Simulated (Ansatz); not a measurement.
# SnSe2 (P-3m1) in Ansatz: single point with PBE

Aim: the single point of SnSe2 with PBE.

Program: Ansatz 0.2.0. These are calculated values, not measurements. Logs are shortened: lines on timing, memory, paths and dates and some standing lists are left out, and cuts for length are marked.

### Step 1. The structure

Symmetry: P-3m1, No. 164, trigonal system. The conventional cell has a = 3.811 Å, b = 3.811 Å, c = 6.136 Å, α = 90.00°, β = 90.00°, γ = 120.00°. Sn (site symmetry -3m) has 6 Se at 2.68 Å as nearest neighbours. Se (site symmetry 3m) has 3 Sn at 2.68 Å as nearest neighbours.

### Step 2. Single point, PBE

input.yaml

```yaml
crystal:
  lattice:
    - [3.811, 0.0, 0.0]
    - [-1.9055, 3.3004228138, 0.0]
    - [0.0, 0.0, 6.136]
  atoms:
    - { symbol: Sn, position: [0.0, 0.0, 0.0] }
    - { symbol: Se, position: [0.6666666667, 0.3333333333, 0.751] }
    - { symbol: Se, position: [0.3333333333, 0.6666666667, 0.249] }
kpoints:
  mp_grid: { grid: [5, 5, 3] }
scf:
  occupations: { method: fermi_dirac, width: 0.03 }
hamiltonian:
  xc: pbe
  pseudopotentials: { kind: all_electron, lapw: { basis_error: 0.002 } }
output:
  forces: true
  stress: true
  eigenvalues: true
```

Potentials or basis: all-electron LAPW, scalar-relativistic.

Command:

```sh
$ ansatz run input.yaml --threads 2 --pin off --max-ram 6144MiB --backend cpu --events-out ev --progress --plain --runs-dir out
```

The program printed:

```text
Warning: RAYON_NUM_THREADS=2 ignored (pool sized by the plan → 2); use --threads N
LAPW: plane waves up to 7.924 Å⁻¹, error target 2.0e-3 eV per atom; small_component_spin mean_spin; Se in spheres of 1.283 Å, 24 of its electrons in bands, Dirac shells []; Sn in spheres of 1.396 Å, 22 of its electrons in bands, Dirac shells [] (how accurate: hamiltonian.pseudopotentials.lapw.basis_error, Limitations)
Engine: ansatz 0.2.0, aarch64-unknown-linux-gnu
Pseudopotentials: kind: all_electron
Pseudopotential: Sn, LAPW, valence charge 22, lapw/all_electron/scalar/gaussian/Sn, Koelling and Harmon's equation, gaussian nucleus
Pseudopotential: Se, LAPW, valence charge 24, lapw/all_electron/scalar/gaussian/Se, Koelling and Harmon's equation, gaussian nucleus
Functional definition: PBE
  parameter kappa = 0.804
  parameter beta = 0.06672455060314922
  exchange = pbe_x(kappa = kappa, mu = beta*pi^2/3)
  correlation = pbe_c(beta = beta)
Crystal: 3 atoms, lattice volume = 77.178 Å³
Basis set: ecut = 239.2004663530386 eV, 639 PW (Γ), exchange–correlation at level 2
Bands: 42, of which v1, the nominal top of the filled ones, is band 35 counted from 1 (34 counted from 0)
Symmetry: 12 space group operations
Space group: P-3m1 (ITA 164), of the structure as read, at distance tolerance 4.3e-5 Å
k-points: 12 of 75
Non-local potential: Sn, projectors of the file, none
Non-local potential: Se, projectors of the file, none
Initial density: superposition of atomic densities (chi_scale 0.1, normalization cell, long waves kept (reshape's long-wave potential 0.16 eV rms))
Initial wavefunctions: plane waves of lowest kinetic energy (no species holds an atomic orbital)
Functional: x = pbe(κ = 0.804, μ = 0.2195149727645171), c = pbe(β = 0.06672455060314922)
iter 1 solved again at ethr=1.23e-3 eV; its pass at ethr=1.00e-1 eV (dr2=8.62e-1 eV) is discarded
SCF iter   1: F=—  HF=-300341.916429 eV  |F-HF|=—  |Δ(HF+E_count)|=         —  Δρ=2.68e-2  dr2=8.61e-1  ethr=1.23e-3  ⟨swp⟩=2.0  Hψ=3224  notcnv=0
preconditioner: auto → Resta (q_TF=auto, 2.684 Å⁻¹)  ε∞=2.6  [insulator: Δε(μ)=1.154 eV  Ē_g=17.141 eV  σ=0.030 eV  W_gap=1.00  n_scr=22 (ndim 8)  ℏωp=21.6 eV  f_vac=0.147  D(μ)=0.00/eV (n_scr^D=0)  ε∞_Penn≈2.6]
SCF iter   2: F=—  HF=-300341.650713 eV  |F-HF|=—  |Δ(HF+E_count)|=   2.66e-1  Δρ=1.23e-2  dr2=1.52e-1  ethr=1.23e-3  ⟨swp⟩=2.0  Hψ=1548  notcnv=0
SCF iter   3: F=—  HF=-300341.633338 eV  |F-HF|=—  |Δ(HF+E_count)|=   1.74e-2  Δρ=5.75e-3  dr2=3.33e-2  ethr=2.17e-4  ⟨swp⟩=2.0  Hψ=1547  notcnv=0
iter 4 solved again at ethr=2.28e-6 eV; its pass at ethr=4.75e-5 eV (dr2=1.60e-3 eV) is discarded
SCF iter   4: F=—  HF=-300341.634787 eV  |F-HF|=—  |Δ(HF+E_count)|=         —  Δρ=1.22e-3  dr2=1.60e-3  ethr=2.28e-6  ⟨swp⟩=2.0  Hψ=2570  notcnv=0
the basis was enlarged: its passes take 149.4 KiB over the memory plan, 2 of 2 planned eigensolver slots
SCF iter   5: F=—  HF=-300341.635366 eV  |F-HF|=—  |Δ(HF+E_count)|=   5.78e-4  Δρ=3.26e-4  dr2=1.30e-4  ethr=2.28e-6  ⟨swp⟩=2.9  Hψ=1513  notcnv=0
SCF iter   6: F=—  HF=-300341.635455 eV  |F-HF|=—  |Δ(HF+E_count)|=   8.90e-5  Δρ=1.31e-4  dr2=1.51e-5  ethr=1.86e-7  ⟨swp⟩=3.0  Hψ=1504  notcnv=0
SCF iter   7: F=—  HF=-300341.635480 eV  |F-HF|=—  |Δ(HF+E_count)|=   2.54e-5  Δρ=5.35e-5  dr2=2.89e-6  ethr=2.15e-8  ⟨swp⟩=3.0  Hψ=1530  notcnv=0
SCF iter   8: F=—  HF=-300341.635487 eV  |F-HF|=—  |Δ(HF+E_count)|=   6.67e-6  Δρ=1.36e-5  dr2=2.22e-7  ethr=4.13e-9  ⟨swp⟩=3.0  Hψ=1557  notcnv=0
SCF iter   9: F=-300341.635488 eV  HF=-300341.635488 eV  |F-HF|=5.30e-9  |Δ(HF+E_count)|=   7.37e-7  Δρ=3.77e-6  dr2=1.71e-8  ethr=3.17e-10  ⟨swp⟩=3.0  Hψ=1560  notcnv=0
SCF 1 converged in 9 iterations: F = -300341.635488 eV  dr2 = 1.71e-8
the search or the solves at the SCF's close seem to have found levels that the self-consistency loop had missed (the run counts 1). By its estimate they hold under 1e-12 electrons; where the run keeps them, the occupations were computed again with them
SCF converged after 9 iterations
Free energy (F): -300341.635488 eV
Harris-Foulkes:  -300341.635488 eV  (|F-HF|=5.30e-9)
Internal energy: -300341.635488 eV  (E = F + TS)
E sigma→0 (E₀):  -300341.635488 eV
Entropy (-TS):   -0.000000 eV (-0.000 meV/atom)
Fermi energy:    9.906444 eV
--- Per-component energies (eV) ---
  E_band       = -3918.949727
  E_kinetic    = 312176.352874
  E_xc         = -9291.143385
  E_electrostatic = -603226.844976  (all electrons and nuclei)
  E_smearing   = -0.000000  (= −TS)
  E_closure    = 0.000000  (closes the sum)
  E_atoms      = -300329.954360  (free atoms, spherical and without spin; not in F)
  Σ components = -300341.635488   (vs F -300341.635488, Δ=0.00e0)
  Basis errors (estimates in eV, not in F): energy 8.5e-4 per atom: plane waves 7.8e-4 (4.5e-4 summed), levels above the bands 1.8e-124, relativity 1.5e-7, radial functions 7.4e-5, core shells 4.8e-8; eigenvalues (radial functions only) 2.7e-6; not estimated: angular momenta, meshes, grids; target (lapw.basis_error) 2.0e-3; muffin-tin radii Se 1.283 Å, Sn 1.396 Å
--- Forces (eV/Å), atoms counted from 1 ---
  atom   1  Sn    -0.00000000     0.00000000     0.00000000
  atom   2  Se    -0.00000000     0.00000000    -0.74179681
  atom   3  Se     0.00000000    -0.00000000     0.74179681
  max |Σ_I F_I| component: 2.22e-16 eV/Å
--- Stress (GPa, compression-positive) ---
        5.273863       0.000000       0.000000
        0.000000       5.273863      -0.000000
        0.000000       0.000000       6.431206
  P = ⅓ Tr σ = 5.6596 GPa (56.596 kbar)
--- Band table (eV; the first three rows and the last of 12) ---
  k-point 0: bands = ["-197.5454", "-197.5454", "-137.0270", "-137.0270", "-137.0270", "-137.0270", "-136.9840", "-136.9840", "-119.6734", "-75.4675", "-75.4675", "-75.4655", "-37.2521", "-37.2521", "-37.2520", "-37.2520", "-37.2201", "-37.2201", "-37.2194", "-37.2194", "-37.2076", "-37.2073", "-11.7531", "-11.7531", "-11.7167", "-11.7012", "-11.7012", "-4.4623", "-2.6851", "3.4679", "8.8370", "8.8370", "9.1434", "9.1434", "9.5252", "10.6313", "12.4845", "14.1769", "14.1769", "17.6706", "18.4858", "18.4858"]
  k-point 1: bands = ["-197.5454", "-197.5454", "-137.0270", "-137.0270", "-137.0270", "-137.0270", "-136.9840", "-136.9840", "-119.6734", "-75.4675", "-75.4675", "-75.4655", "-37.2521", "-37.2521", "-37.2520", "-37.2520", "-37.2200", "-37.2200", "-37.2196", "-37.2196", "-37.2075", "-37.2074", "-11.7531", "-11.7531", "-11.7166", "-11.7012", "-11.7012", "-4.3401", "-2.9344", "4.1118", "7.9323", "8.7642", "8.7642", "9.2630", "9.2630", "11.7450", "12.4818", "13.9711", "13.9711", "17.8704", "18.0405", "18.0405"]
  k-point 2: bands = ["-197.5454", "-197.5454", "-137.0270", "-137.0270", "-137.0270", "-137.0270", "-136.9840", "-136.9840", "-119.6734", "-75.4676", "-75.4675", "-75.4655", "-37.2520", "-37.2520", "-37.2518", "-37.2518", "-37.2201", "-37.2201", "-37.2196", "-37.2195", "-37.2074", "-37.2072", "-11.7728", "-11.7419", "-11.7117", "-11.7027", "-11.6971", "-4.0692", "-2.4485", "3.4572", "6.4273", "7.6484", "7.8181", "9.4263", "9.4410", "11.8062", "13.3274", "14.7627", "14.7995", "16.4849", "17.6835", "18.8702"]
  k-point 11: bands = ["-197.5454", "-197.5454", "-137.0270", "-137.0270", "-137.0270", "-137.0270", "-136.9840", "-136.9840", "-119.6734", "-75.4677", "-75.4676", "-75.4655", "-37.2519", "-37.2518", "-37.2515", "-37.2515", "-37.2201", "-37.2199", "-37.2199", "-37.2196", "-37.2071", "-37.2071", "-11.7966", "-11.7523", "-11.7125", "-11.6858", "-11.6812", "-2.5481", "-2.2510", "2.1689", "5.0396", "5.7769", "6.6098", "8.5775", "9.0673", "11.4769", "14.4779", "14.9281", "15.7064", "16.1946", "18.3746", "19.5878"]
```

Wall time 5 s (2 threads of Arm Neoverse V1, shared host); peak memory 0.29 GiB.

Results:

```
Free energy            : -300341.6355 eV
Pressure               : 5.7 GPa
Largest force          : 0.742 eV/Å
Band gap on the k mesh : 0.80 eV, indirect (least direct gap 1.11 eV)
```

Forces on the atoms (eV/Å):
```
Sn   0.000  0.000  0.000
Se   0.000  0.000 -0.742
Se   0.000  0.000  0.742
```

Caveat: spin-orbit coupling is left out, which moves the levels of the heavy elements; an odd mesh through Γ misses points on the zone boundary, where band edges often lie; this functional lacks dispersion, which binds the layers, so the pressure and a relaxed spacing across them are unreliable.
